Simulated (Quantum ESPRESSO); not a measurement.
The system is Sr.

```xyz
1
Lattice="0.0000 3.0423 3.0423 3.0423 0.0000 3.0423 3.0423 3.0423 0.0000" Properties=species:S:1:pos:R:3 pbc="T T T"
Sr    0.0000    0.0000    0.0000
```

| Property | Result |
| --- | --- |
| Program | Quantum ESPRESSO 7.5 |
| Task | relaxation of cell and atoms |
| Functional | SOGGA |
| Potentials or basis | GBRV 1.5 PBE |
| Cutoff | 612 eV |
| Density cutoff | 4898 eV |
| k mesh | 8 × 8 × 8 |
| Occupations | cold, width 0.1 eV |
| Spin | no spin polarisation |

At the start: pressure -0.9 GPa; volume 56.32 Å³/atom.

Question: How do energy, volume and symmetry change on relaxing?

Answer: Over 5 steps the energy falls by 12.6 meV/atom and the volume is 52.09 Å³/atom (-7.5 %); space group Fm-3m (No. 225, to 0.05 Å).

The path:
| step | energy change (eV) | largest force (eV/Å) | pressure (GPa) | volume (Å³) |
| --- | --- | --- | --- | --- |
| 1 | 0.0000 | 0.0000 | -0.88 | 56.32 |
| 2 | -0.0027 | 0.0000 | -0.79 | 55.80 |
| 3 | -0.0069 | 0.0000 | -0.62 | 54.83 |
| 4 | -0.0108 | 0.0000 | -0.36 | 53.54 |
| 5 | -0.0126 | 0.0000 | -0.04 | 52.09 |

Final structure:
```
Sr
1.0
     4.19201    0.00000    0.00000
     2.09600    3.63038    0.00000
     2.09600    1.21013    3.42276
Sr
1
Direct
  0.00000 0.00000 0.00000
```

Caveat: the potentials were made for another functional, which shifts forces and pressure; SOGGA exchange is joined with the correlation of PBE here.
